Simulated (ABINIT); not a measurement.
Crystal: ZnO (zincite).

```
Zn O
1.0
     3.24931    0.00000    0.00000
    -1.62465    2.81398    0.00000
     0.00000    0.00000    5.20571
Zn O
2 2
Direct
  0.66667 0.33333 0.00000
  0.33333 0.66667 0.50000
  0.33333 0.66667 0.87901
  0.66667 0.33333 0.37901
```

Base run:

| Quantity | Value |
| --- | --- |
| Program | ABINIT 10.8.3 (patched build) |
| Functional | revPBE |
| Potentials or basis | JTH PAW PBE v2.0 |
| Cutoff | 626 eV |
| k mesh | 9 × 9 × 5 |
| Occupations | fermi-dirac, width 0.05 eV |
| Spin | no spin polarisation |

Its results: band gap on the k mesh 0.86 eV, direct; pressure 7.7 GPa; largest force 0.076 eV/Å.

**Question.** The run is repeated on the same cell with these changes: functional from revPBE to HCTH407. What comes out?

**Answer.** Band gap on the k mesh 1.41 eV, direct; pressure 6.7 GPa; largest force 0.068 eV/Å.

Caveats: the PAW data sets were made with another functional, which shifts forces and pressure a little.

Not every run made on this cell is shown here.
